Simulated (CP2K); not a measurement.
## ZnSe (Stilleite) in CP2K: convergence with eps default

ZnSe (Stilleite):

```
CELL_PARAMETERS angstrom
4.00760 0.00000 0.00000
2.00380 3.47068 0.00000
2.00380 1.15689 3.27219
ATOMIC_POSITIONS crystal
Se 0.75000 0.75000 0.75000
Zn 0.00000 0.00000 0.00000
```

| Quantity | Value |
| --- | --- |
| Program | CP2K 2026.2 |
| Task | single point |
| Functional | PBEsol |
| Potentials or basis | POTENTIAL_UZH Se GTH-PBE-q6, Zn GTH-PBE-q12; DZVP-MOLOPT-PBE-GTH basis |
| Density cutoff | 6123 eV |
| k mesh | 6 × 6 × 6 |
| Occupations | fermi-dirac, width 0.1 eV |
| Spin | no spin polarisation |

These are the settings of the first run; the series varies eps default, with any setting tied to it.

Hardware: 1 thread of Intel(R) Xeon(R) Platinum 8488C (Sapphire Rapids), with other jobs on the host.

Q: The values tried are 1.0E-6, 1.0E-7, 1.0E-8, 1.0E-9, 1.0E-10, 1.0E-11, 1.0E-12, loosest first. From which on does the energy stay within 1 meV/atom of the tightest run that finished?

A: From 1.0E-7 on.

```tsv
eps default	energy less the tightest run, at zero smearing (meV/atom)	pressure (GPa)	gap on the mesh (eV)	SCF cycles	CPU time (s)	peak memory (GiB)
1.0E-6	5.12	0.35	1.090	12	18	0.31
1.0E-7	0.57	0.09	1.077	12	22	0.32
1.0E-8	0.10	0.06	1.074	12	27	0.32
1.0E-9	0.00	0.05	1.076	12	32	0.33
1.0E-10	0.00	0.05	1.076	12	39	0.34
1.0E-11	0.00	0.05	1.076	12	47	0.35
1.0E-12	0.00	0.05	1.076	12	54	0.35
```

Against the tightest run, the pressure stays within 0.1 GPa from 1.0E-7 on; the gap on the mesh stays within 0.01 eV from 1.0E-7 on. The tightest run that finished is the yardstick and may itself not be fully converged.

Caveat, for the tightest run too: the potentials were made for another functional, which shifts forces and pressure; the basis of atomic orbitals isn't converged, which shifts pressures, moduli and gaps.
